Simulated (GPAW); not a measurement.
The system is O.

```
CELL_PARAMETERS angstrom
1.67495 0.96703 3.73200
-1.67495 0.96703 3.73200
0.00000 -1.93406 3.73200
ATOMIC_POSITIONS crystal
O 0.05461 0.05461 0.05461
O 0.94539 0.94539 0.94539
```

The real solid is made of molecules; this cell is a model form.

Base run:

- Program: GPAW 26.7.0
- Functional: RPBE
- Potentials or basis: the program's PAW data sets (release 1.2.1) made for this functional
- Cutoff: 800 eV
- Basis: pw
- k mesh: 9 × 9 × 9
- Occupations: gaussian, width 0.05 eV
- Spin: no spin polarisation

Its results: band gap on the k mesh none (metal or under the smearing width); pressure -1.5 GPa; largest force 0.028 eV/Å.

Problem. The run is repeated on the same cell with these changes: functional from RPBE to PBE; potentials or basis from the program's PAW data sets (release 1.2.1) made for this functional to GPAW PAW data sets (gpaw-data 1.2.1). What comes out?

Solution. Band gap on the k mesh none (metal or under the smearing width); pressure -3.2 GPa; largest force 0.347 eV/Å.

Caveats: spin is off for a triplet molecule.
